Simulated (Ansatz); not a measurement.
## Au(111) / 1 layer Pd(111) / Au(111): resistance against film thickness

Aim: what a thin film of another metal adds to the resistance, first Au(111) / 1 layer Pd(111) / Au(111).

Main program and level: Ansatz 0.2.0; Ansatz plane-wave DFT, LDA, PAW files; ballistic transport by layer matching (Landauer), zero bias; PAW set soft_1.

This is a report of a sequence of runs, with most program output left out.

## Step 1: The structure

The cell holds 9 atoms: 8 Au and 1 Pd. Cell: a = 2.884 Å, b = 2.884 Å, c = 20.880 Å, α = 90.0°, β = 90.0°, γ = 120.0°. It derives from Au and Pd. Regions: lead, 8 atoms (8 Au); films, 1 atom (1 Pd). The structure is stacked along c, and the current runs across the ab planes.

## Step 2: With 1 layer

The film is laid into the lead at the lead's in-plane lattice, and the cell closes on the lead's own image. The mesh across the current, 30×30, is finer than the density's, because channels open and close sharply across the zone. Energies from -1 to 1 eV in steps of 0.036 eV cover the slope of the Fermi function at 300 K, so the program can form a conductance.

input.yaml

```yaml
crystal:
  lattice:
    - [2.8837582304, 0.0, 0.0]
    - [-1.4418791152, 2.4974078859, 0.0]
    - [0.0, 0.0, 20.8796540258]
  atoms:
    - { symbol: Au, position: [0.0, 0.0, 0.0563845247] }
    - { symbol: Au, position: [0.3333333333, 0.6666666667, 0.169153574] }
    - { symbol: Au, position: [0.6666666667, 0.3333333333, 0.2819226234] }
    - { symbol: Au, position: [0.0, 0.0, 0.3946916727] }
    - { symbol: Pd, position: [0.3333333333, 0.6666666667, 0.5] }
    - { symbol: Au, position: [0.6666666667, 0.3333333333, 0.6053083273] }
    - { symbol: Au, position: [0.0, 0.0, 0.7180773766] }
    - { symbol: Au, position: [0.3333333333, 0.6666666667, 0.830846426] }
    - { symbol: Au, position: [0.6666666667, 0.3333333333, 0.9436154753] }
kpoints:
  mp_grid: { grid: [15, 15, 2] }
hamiltonian:
  xc: lda
  pseudopotentials: { kind: paw, azcp: { folder: soft_1 }, xc_functional: pbe }
scf:
  occupations: { method: fermi_dirac, width: 0.1 }
output:
  transmission: { leads: [[0, 1]], kmesh: [30, 30], e_range: [-1.0, 1.0], de: 0.036 }
  write_potential: true
  write_density: true
  volumetric_format: npy
  elf: true
```

Started as:

```bash
ansatz run input.yaml --threads 4 --pin off --max-ram 8192MiB --backend cpu --events-out ev --progress --plain --runs-dir out
```

The job ended after 66 s (4 threads of Intel Xeon Platinum 8488C (Sapphire Rapids), shared host; peak memory 0.98 GiB; 4.2 min of CPU time).

Numbers from this step:

| Item | Value |
| --- | --- |
| free energy | -109775.8922 eV |
| energy at zero smearing | -109775.8448 eV |
| Fermi energy | 20.20 eV |
| cell area | 7.202 Å² |
| step of the lead's potential | 9 meV |
| ballistic conductance of the lead | 8.55e14 S/m² |
| estimated errors of the lead's conductance | 0, 4.2, 0.4 % (band edges, k-mesh, distance from neutral) |
| lead conductance per cell | 0.7948 G₀ |
| conductance of the junction | 7.02e14 S/m² |
| junction conductance per cell | 0.6521 G₀ |
| estimated errors of the junction's conductance | 0.1, 0, 3.2, 1.2, 0.7 % (energy step, band edges, k-mesh, leads' steps, distance from neutral) |
| area resistance that the stack adds (contact term taken off, spin by spin) | 0.2560 fΩ m² |

Per spin. The transmission, zone mean by energy, zero at the Fermi level:

| energy (eV) | transmission, zone mean |
| --- | --- |
| -1.000 | 0.478 |
| -0.928 | 0.523 |
| -0.856 | 0.522 |
| -0.784 | 0.527 |
| -0.712 | 0.623 |
| -0.676 | 0.625 |
| -0.604 | 0.662 |
| -0.532 | 0.677 |
| -0.460 | 0.656 |
| -0.388 | 0.672 |
| -0.316 | 0.663 |
| -0.244 | 0.640 |
| -0.172 | 0.641 |
| -0.100 | 0.662 |
| -0.028 | 0.656 |
| 0.008 | 0.649 |
| 0.080 | 0.648 |
| 0.152 | 0.658 |
| 0.224 | 0.661 |
| 0.296 | 0.661 |
| 0.368 | 0.663 |
| 0.440 | 0.668 |
| 0.512 | 0.673 |
| 0.584 | 0.677 |
| 0.656 | 0.679 |
| 0.692 | 0.682 |
| 0.764 | 0.688 |
| 0.836 | 0.693 |
| 0.908 | 0.697 |
| 0.980 | 0.702 |

Per spin. Open channels, zone mean, lead against energy, zero at the Fermi level:

energy (eV), open channels, zone mean, lead and a bar from the least value:
```
   -1.000      0.657 
   -0.964      0.657 
   -0.892      0.683 ####
   -0.856      0.697 #####
   -0.784      0.710 #######
   -0.748      0.717 ########
   -0.676      0.723 #########
   -0.640      0.723 #########
   -0.568      0.723 #########
   -0.532      0.737 ###########
   -0.460      0.737 ###########
   -0.424      0.750 #############
   -0.352      0.777 ################
   -0.316      0.790 ##################
   -0.244      0.783 #################
   -0.208      0.783 #################
   -0.136      0.783 #################
   -0.100      0.783 #################
   -0.028      0.797 ###################
    0.008      0.797 ###################
    0.080      0.783 #################
    0.116      0.790 ##################
    0.188      0.843 #########################
    0.224      0.843 #########################
    0.296      0.837 #########################
    0.332      0.837 #########################
    0.404      0.837 #########################
    0.440      0.837 #########################
    0.512      0.837 #########################
    0.548      0.837 #########################
    0.620      0.837 #########################
    0.656      0.837 #########################
    0.728      0.850 ##########################
    0.764      0.863 ############################
    0.836      0.877 ##############################
    0.872      0.877 ##############################
    0.944      0.873 ##############################
    0.980      0.873 ##############################
```

Transmission over k1 and k2. At 0.0080 eV from the Fermi level.

Values, 12 rows by 16 columns, each cell a mean:
```
0.89 0.99 0.82 0.56 0.41 0.47 0.70 0.94 0.98 0.50 0.02 0.00 0.00 0.00 0.00 0.12
0.66 0.82 0.99 0.98 0.96 0.95 0.97 0.99 0.99 0.81 0.42 0.03 0.00 0.00 0.00 0.00
0.42 0.50 0.98 1.00 1.00 1.00 1.00 1.00 1.00 0.98 0.65 0.34 0.09 0.00 0.00 0.00
0.45 0.43 0.96 0.99 1.00 0.99 0.98 0.98 0.99 1.00 0.97 0.71 0.38 0.21 0.00 0.00
0.72 0.68 0.98 0.99 1.00 0.96 0.71 0.42 0.68 0.95 1.00 0.99 0.91 0.70 0.53 0.14
0.96 0.96 0.99 1.00 1.00 0.97 0.55 0.00 0.02 0.45 0.94 1.00 1.00 0.99 0.97 0.91
0.70 0.78 0.88 0.97 1.00 1.00 0.93 0.42 0.08 0.14 0.81 0.99 1.00 1.00 0.97 0.89
0.27 0.05 0.41 0.57 0.86 0.99 1.00 0.97 0.83 0.80 0.93 0.99 1.00 0.98 0.88 0.52
0.16 0.00 0.00 0.16 0.33 0.69 0.98 1.00 1.00 1.00 1.00 1.00 1.00 0.99 0.85 0.31
0.18 0.00 0.00 0.00 0.08 0.39 0.72 0.99 1.00 1.00 0.99 0.99 1.00 1.00 0.92 0.52
0.33 0.00 0.00 0.00 0.00 0.03 0.47 0.92 0.99 0.91 0.80 0.74 0.78 0.88 0.96 0.92
0.76 0.31 0.20 0.13 0.12 0.16 0.27 0.81 0.98 0.80 0.54 0.36 0.37 0.54 0.79 0.94
```
Columns: k1 (b1) from -0.5 to 0.467; rows upwards: k2 (b2) from -0.5 to 0.467.

Open channels over k1 and k2. At 0.0080 eV from the Fermi level.

Ten even steps from '0' (0.00) to '9' (1.00), each cell a mean:
```
999999999999999999900000000079
999999999999999999900000000004
999999999999999999970000000000
999999999999999999999300000000
999999999999999999999960000000
999999999999999999999998100000
999999999999999999999999930000
999999999999999999999999996000
999999999999977799999999999999
999999999999900059999999999999
999999999999900002999999999999
999999999999992000999999999999
999999999999999555999999999999
911199999999999999999999999999
900006999999999999999999999999
900000399999999999999999999999
900000018999999999999999999999
900000000599999999999999999999
900000000039999999999999999999
910000000000999999999999999999
994000000000999999999999999999
999777777777999999999999999999
```
Columns: k1 (b1) from -0.5 to 0.467; rows upwards: k2 (b2) from -0.5 to 0.467.

Valence density in the ca plane at fractional y = 0.667, with atoms of Au and Pd within 0.2 Å of it. It is the smooth field of the valence electrons, not physical close to the nuclei.

Values in e/Å³, 5 rows by 16 columns, each cell a mean:
```
 1  0  0  0  1  1  1  1  0  0  0  1  0  1  1  0
 1  0  1  0  1  0  1  1  0  1  0  1  0  1  0  1
 0  2  8  1  0  0  0  0  3  8  1  0  0  0  0  4
 0  2 10  1  0  0  0  0  3 10  1  0  0  0  0  5
 0  1  3  0  1  0  0  0  1  2  0  1  0  1  0  1
```
Columns run along c (16.0 Å, from fractional 0.06 to 0.83 of the cell), rows up along a (2.9 Å). Atoms in or near the plane, at fractional coordinates: Au at (0.17, 0.33), Pd at (0.50, 0.33).

ELF in the ca plane at fractional y = 0.667, with atoms of Au and Pd within 0.2 Å of it. It is the smooth field of the valence electrons, not physical close to the nuclei.

Values, 5 rows by 16 columns, each cell a mean:
```
0.36 0.19 0.22 0.20 0.39 0.29 0.31 0.36 0.20 0.19 0.25 0.40 0.24 0.37 0.30 0.20
0.30 0.23 0.34 0.22 0.32 0.25 0.27 0.31 0.23 0.29 0.23 0.34 0.22 0.32 0.26 0.27
0.21 0.34 0.58 0.30 0.21 0.16 0.17 0.21 0.32 0.37 0.23 0.21 0.14 0.20 0.21 0.44
0.20 0.36 0.65 0.31 0.20 0.14 0.15 0.20 0.32 0.32 0.24 0.19 0.13 0.18 0.20 0.48
0.26 0.27 0.43 0.24 0.28 0.22 0.24 0.27 0.27 0.37 0.22 0.29 0.20 0.27 0.23 0.33
```
Columns run along c (16.0 Å, from fractional 0.06 to 0.83 of the cell), rows up along a (2.9 Å). Atoms in or near the plane, at fractional coordinates: Au at (0.17, 0.33), Pd at (0.50, 0.33).

Electrostatic potential energy in the ca plane at fractional y = 0.667, with atoms of Au and Pd within 0.2 Å of it. With pseudopotentials it is smooth inside the atoms' cores, unlike the true potential.

Ten even steps from '0' (-30 eV) to '9' (23 eV), each cell a mean:
```
46899999999755799864689999999864689975579999
46899999999754799864689999999864689974579999
68998756899877899976799976799976799987789986
89996211589999999999999621269999999999999852
99984000279999999999998400038999999999999720
99984000279999999999998300038999999999999720
99996201489999999999999610159999999999999851
78998655899877899987899875689987899987789986
```
Columns run along c (16.0 Å, from fractional 0.06 to 0.83 of the cell; values clipped at the 3rd and 97th percentile), rows up along a (2.9 Å). Atoms in or near the plane, at fractional coordinates: Au at (0.17, 0.33), Pd at (0.50, 0.33).

The lead's potential steps by 9 meV from period to period, small in itself. The program estimates the junction's conductance to 3.2 % from the k-mesh, 0.7 % from the leads' distance from neutral and 1.2 % from their steps.

By hand: 1/G − 1/G_lead = 1/0.7015 − 1/0.8551 = 0.256 fΩ m² with G in 10¹⁵ S/m².

## Step 3: With 3 layers, k-mesh 15×15×1, film layers 3

The stack now holds 3 film layers; the k-mesh follows the cell, and the energies span -0.27 to 0.27 eV.

System of this step: Au(111) / 3 layers Pd(111) / Au(111). The cell holds 12 atoms: 9 Au and 3 Pd. Cell: a = 2.884 Å, b = 2.884 Å, c = 27.320 Å, α = 90.0°, β = 90.0°, γ = 120.0°. It derives from Au and Pd. Regions: lead, 9 atoms (9 Au); films, 3 atoms (3 Pd). The structure is stacked along c, and the current runs across the ab planes.

input.yaml

```yaml
crystal:
  lattice:
    - [2.8837582304, 0.0, 0.0]
    - [-1.4418791152, 2.4974078859, 0.0]
    - [0.0, 0.0, 27.3202810474]
  atoms:
    - { symbol: Au, position: [0.0, 0.0, 0.0430921397] }
    - { symbol: Au, position: [0.3333333333, 0.6666666667, 0.1292764191] }
    - { symbol: Au, position: [0.6666666667, 0.3333333333, 0.2154606985] }
    - { symbol: Au, position: [0.0, 0.0, 0.3016449779] }
    - { symbol: Pd, position: [0.3333333333, 0.6666666667, 0.3821273652] }
    - { symbol: Pd, position: [0.6666666667, 0.3333333333, 0.4569078603] }
    - { symbol: Pd, position: [0.0, 0.0, 0.5316883554] }
    - { symbol: Au, position: [0.3333333333, 0.6666666667, 0.6121707427] }
    - { symbol: Au, position: [0.6666666667, 0.3333333333, 0.6983550221] }
    - { symbol: Au, position: [0.0, 0.0, 0.7845393015] }
    - { symbol: Au, position: [0.3333333333, 0.6666666667, 0.8707235809] }
    - { symbol: Au, position: [0.6666666667, 0.3333333333, 0.9569078603] }
kpoints:
  mp_grid: { grid: [15, 15, 1] }
hamiltonian:
  xc: lda
  pseudopotentials: { kind: paw, azcp: { folder: soft_1 }, xc_functional: pbe }
scf:
  occupations: { method: fermi_dirac, width: 0.1 }
output:
  transmission:
    leads: [[0, 1]]
    kmesh: [30, 30]
    e_range: [-0.27, 0.27]
    de: 0.036
  write_potential: true
  write_density: true
  volumetric_format: npy
```

Run time: 35 s. Hardware: 4 threads; peak memory 1.1 GiB; 2.2 min of CPU time.

This step gave:

| Quantity | Value |
| --- | --- |
| free energy | -136331.3772 eV |
| energy at zero smearing | -136331.2644 eV |
| Fermi energy | 20.08 eV |
| step of the lead's potential | 3.4 meV |
| lead conductance per cell | 0.7947 G₀ |
| conductance of the junction | 6.37e14 S/m² |
| junction conductance per cell | 0.5922 G₀ |
| estimated errors of the junction's conductance | 0, 0, 1.7, 0.8, 1.1 % (energy step, band edges, k-mesh, leads' steps, distance from neutral) |
| area resistance that the stack adds (contact term taken off, spin by spin) | 0.3998 fΩ m² |

Per spin. The transmission, zone mean by energy, zero at the Fermi level:

| energy (eV) | transmission, zone mean |
| --- | --- |
| -0.270 | 0.617 |
| -0.234 | 0.608 |
| -0.198 | 0.585 |
| -0.162 | 0.611 |
| -0.126 | 0.601 |
| -0.090 | 0.579 |
| -0.054 | 0.582 |
| -0.018 | 0.587 |
| 0.018 | 0.598 |
| 0.054 | 0.603 |
| 0.090 | 0.602 |
| 0.126 | 0.600 |
| 0.162 | 0.589 |
| 0.198 | 0.583 |
| 0.234 | 0.602 |
| 0.270 | 0.613 |

The conductance of the junction is 6.4e14 S/m², 9.2 % under the 7.0e14 S/m² of the last finished run.

## Step 4: With 5 layers, k-mesh 15×15×1, film layers 5

The stack now holds 5 film layers; the k-mesh follows the cell, and the energies span -0.27 to 0.27 eV.

System of this step: Au(111) / 5 layers Pd(111) / Au(111). The cell holds 15 atoms: 10 Au and 5 Pd. Cell: a = 2.884 Å, b = 2.884 Å, c = 33.761 Å, α = 90.0°, β = 90.0°, γ = 120.0°. It derives from Au and Pd. Regions: lead, 10 atoms (10 Au); films, 5 atoms (5 Pd). The structure is stacked along c, and the current runs across the ab planes.

input.yaml, the sections that differ from step 3:

```yaml
crystal:
  lattice:
    - [2.8837582304, 0.0, 0.0]
    - [-1.4418791152, 2.4974078859, 0.0]
    - [0.0, 0.0, 33.7609080691]
  atoms:
    - { symbol: Au, position: [0.0, 0.0, 0.0348713774] }
    - { symbol: Au, position: [0.3333333333, 0.6666666667, 0.1046141323] }
    - { symbol: Au, position: [0.6666666667, 0.3333333333, 0.1743568872] }
    - { symbol: Au, position: [0.0, 0.0, 0.244099642] }
    - { symbol: Pd, position: [0.3333333333, 0.6666666667, 0.3092282646] }
    - { symbol: Pd, position: [0.6666666667, 0.3333333333, 0.3697427549] }
    - { symbol: Pd, position: [0.0, 0.0, 0.4302572451] }
    - { symbol: Pd, position: [0.3333333333, 0.6666666667, 0.4907717354] }
    - { symbol: Pd, position: [0.6666666667, 0.3333333333, 0.5512862257] }
    - { symbol: Au, position: [0.0, 0.0, 0.6164148483] }
    - { symbol: Au, position: [0.3333333333, 0.6666666667, 0.6861576031] }
    - { symbol: Au, position: [0.6666666667, 0.3333333333, 0.755900358] }
    - { symbol: Au, position: [0.0, 0.0, 0.8256431128] }
    - { symbol: Au, position: [0.3333333333, 0.6666666667, 0.8953858677] }
    - { symbol: Au, position: [0.6666666667, 0.3333333333, 0.9651286226] }
# kpoints, hamiltonian, scf, output: as in step 3
```

Wall time 49 s (4 threads); peak memory 1.5 GiB; 3.1 min of CPU time.

This step gave:

```yaml
free_energy: -162886.8858 eV
energy_at_zero_smearing: -162886.7218 eV
fermi_energy: 20.02 eV
step_of_the_lead_s_potential: 1.3 meV
lead_conductance_per_cell: 0.7946 G₀
conductance_of_the_junction: 6.16e14 S/m²
junction_conductance_per_cell: 0.5730 G₀
estimated_errors_of_the_junction_s_conductance: 0.3, 0, 4.6, 0.8, 0.9 % (energy step, band edges, k-mesh, leads' steps, distance from neutral)
area_resistance_that_the_stack_adds_contact_term_taken_off_spin_by_spin: 0.4522 fΩ m²
```

Per spin. The transmission, zone mean by energy, zero at the Fermi level:

| energy (eV) | transmission, zone mean |
| --- | --- |
| -0.270 | 0.669 |
| -0.234 | 0.631 |
| -0.198 | 0.621 |
| -0.162 | 0.597 |
| -0.126 | 0.580 |
| -0.090 | 0.549 |
| -0.054 | 0.552 |
| -0.018 | 0.581 |
| 0.018 | 0.568 |
| 0.054 | 0.600 |
| 0.090 | 0.561 |
| 0.126 | 0.561 |
| 0.162 | 0.571 |
| 0.198 | 0.571 |
| 0.234 | 0.561 |
| 0.270 | 0.575 |

The conductance of the junction is 6.2e14 S/m², 3.2 % under the 6.4e14 S/m² of the last finished run, within the error estimates, leads' steps apart, of 1.7 and 4.6 %.

[end of part 1 of 2]

[Logs are printed without paths, hosts, clocks, repeated set-up lines and the standing remarks that a program may print on its own settings, such as how far it seeks lower states.]

[Hosts, paths, dates, database ids (printed as entryN), source tags and the programs' standing remarks are cut or masked in the printed files.]
